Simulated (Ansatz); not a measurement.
Be:

```
Be
1.0
     2.28530    0.00000    0.00000
    -1.14265    1.97913    0.00000
     0.00000    0.00000    3.58420
Be
2
Direct
  0.66667 0.33333 0.75000
  0.33333 0.66667 0.25000
```

- Program: Ansatz 0.2.0
- Task: single point
- Functional: PBE
- Potentials or basis: all-electron LAPW, scalar-relativistic
- Cutoff: 140 eV (chosen from the basis error)
- Basis error allowed: 0.001 eV/atom
- k mesh: 13 × 13 × 8
- Occupations: fermi-dirac, width 0.05 eV
- Spin: no spin polarisation

On this cell: pressure -2.8 GPa; largest force under 0.003 eV/Å; band gap on the k mesh none (metal or under the smearing width).

The same run follows on a disturbed copy (atoms moved at random, drawn with an rms of 0.05 Å):

```
Be
1.0
     2.28530    0.00000    0.00000
    -1.14265    1.97913    0.00000
     0.00000    0.00000    3.58420
Be
2
Cartesian
  1.1861 0.6698 2.6888
  -0.0251 1.2998 0.9267
```

Question: What does the disturbed cell give?

Answer: The energy (extrapolated to zero smearing) moves by +6.7 meV/atom; pressure -2.6 GPa; largest force 0.360 eV/Å; band gap on the k mesh none (metal or under the smearing width).

Forces in eV/Å, atoms in the order of the input:
```
Be  -0.255 -0.118  0.226
Be   0.255  0.118 -0.226
```

Stress tensor (GPa, compression positive):
```
-1.82  1.38 -0.28
 1.38 -3.04 -0.13
-0.28 -0.13 -3.08
```
